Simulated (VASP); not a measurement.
Here is the system:

```xyz
3
Lattice="0.0000 2.9337 2.9337 2.9337 0.0000 2.9337 2.9337 2.9337 0.0000" Properties=species:S:1:pos:R:3 pbc="T T T"
Sr     0.0000     0.0000     0.0000
F      1.4668     1.4668     1.4668
F      4.4005     4.4005     4.4005
```

These are PBE GGA, VASP's PBE PAW potentials (set 64) (plane waves; VASP 6.6.1) values and carry that method's errors. Settings: PREC = Normal, EDIFF = 1E-5, 450 eV cut-off, 9×9×9 Γ-centred mesh, Gaussian smearing of 0.050 eV, potentials Sr_sv F.

At this cut-off the stress carries a Pulay error, which pulls relaxed volumes low.

**Question.** Give the stress tensor in GPa (positive for a compressed cell).

**Answer.** 
```
-1.98   0.00   0.00
 0.00  -1.98   0.00
 0.00   0.00  -1.98
```
The pressure is its mean diagonal, -1.98 GPa.

The compound is SrF2 in the fluorite structure. It was relaxed first.
